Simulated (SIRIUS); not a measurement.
# KBr in SIRIUS: convergence with k mesh

Input of the first run (k mesh 2 × 2 × 2); the others differ in this setting and in those tied to it:

The input sirius.json:

```json
{
  "control": {
    "processing_unit": "cpu",
    "verbosity": 2,
    "num_bands_to_print": 15,
    "print_forces": true,
    "print_stress": true
  },
  "parameters": {
    "electronic_structure_method": "pseudopotential",
    "xc_functionals": ["XC_GGA_X_PBE", "XC_GGA_C_PBE"],
    "gk_cutoff": 8.7,
    "pw_cutoff": 17.4,
    "ngridk": [2, 2, 2],
    "shiftk": [0, 0, 0],
    "smearing": "cold",
    "smearing_width": 0.0018374661,
    "num_bands": 15,
    "num_mag_dims": 0,
    "num_dft_iter": 100,
    "energy_tol": 1e-08,
    "density_tol": 1e-06
  },
  "iterative_solver": {
    "type": "davidson",
    "min_tolerance": 1e-10
  },
  "mixer": {
    "type": "anderson",
    "beta": 0.7,
    "max_history": 8
  },
  "settings": {
    "tol_ne": 1e-10
  },
  "unit_cell": {
    "lattice_vectors": [
      [0.0, 0.707106781187, 0.707106781187],
      [0.707106781187, 0.0, 0.707106781187],
      [0.707106781187, 0.707106781187, 0.0]
    ],
    "lattice_vectors_scale": 8.8191718382,
    "atom_coordinate_units": "lattice",
    "atom_types": ["Br", "K"],
    "atom_files": {
      "Br": "Br.json",
      "K": "K.json"
    },
    "atoms": {
      "Br": [
        [0.5, 0.5, 0.5]
      ],
      "K": [
        [0.0, 0.0, 0.0]
      ]
    }
  }
}
```

Potentials or basis: SPMS 1.0 PBE (norm-conserving).

The run is started by

```console
$ upf_to_json 35_Br_7_2.1_2.2_pbe_n_v1.0.upf
$ upf_to_json 19_K_9_2.2_2.7_pbe_n_v1.0.upf
$ OMP_NUM_THREADS=1 sirius.scf --input=sirius.json --output=out.json --task=0
```

Hardware: 1 thread of Intel(R) Xeon(R) Platinum 8488C (Sapphire Rapids), with other jobs on the host.

The values tried are 2 × 2 × 2, 3 × 3 × 3, 4 × 4 × 4, 5 × 5 × 5, 6 × 6 × 6, 7 × 7 × 7, 9 × 9 × 9, 10 × 10 × 10, loosest first. From which on does the gap on the mesh stay within 0.01 eV of the tightest run that finished?

From 3 × 3 × 3 on.

| k mesh | energy less the tightest run (meV/atom) | pressure (GPa) | gap on the mesh (eV) | SCF cycles | CPU time (s) | peak memory (GiB) |
| --- | --- | --- | --- | --- | --- | --- |
| 2 × 2 × 2 | 52.48 | 1.24 | 4.397 | 26 | 14 | 0.2 |
| 3 × 3 × 3 | 2.73 | 0.74 | 4.431 | 15 | 12 | 0.21 |
| 4 × 4 × 4 | 0.22 | 0.71 | 4.434 | 13 | 17 | 0.25 |
| 5 × 5 × 5 | 0.02 | 0.71 | 4.434 | 15 | 22 | 0.25 |
| 6 × 6 × 6 | 0.00 | 0.71 | 4.434 | 13 | 29 | 0.33 |
| 7 × 7 × 7 | 0.00 | 0.71 | 4.434 | 17 | 43 | 0.37 |
| 9 × 9 × 9 | 0.00 | 0.71 | 4.434 | 13 | 58 | 0.5 |
| 10 × 10 × 10 | 0.00 | 0.71 | 4.434 | 15 | 86 | 0.62 |

Against the tightest run, the energy stays within 1 meV/atom from 4 × 4 × 4 on; the pressure stays within 0.1 GPa from 3 × 3 × 3 on. Meshes of other sizes hit other points, so gaps and Fermi surfaces needn't settle smoothly. The tightest run that finished is the yardstick and may itself not be fully converged.
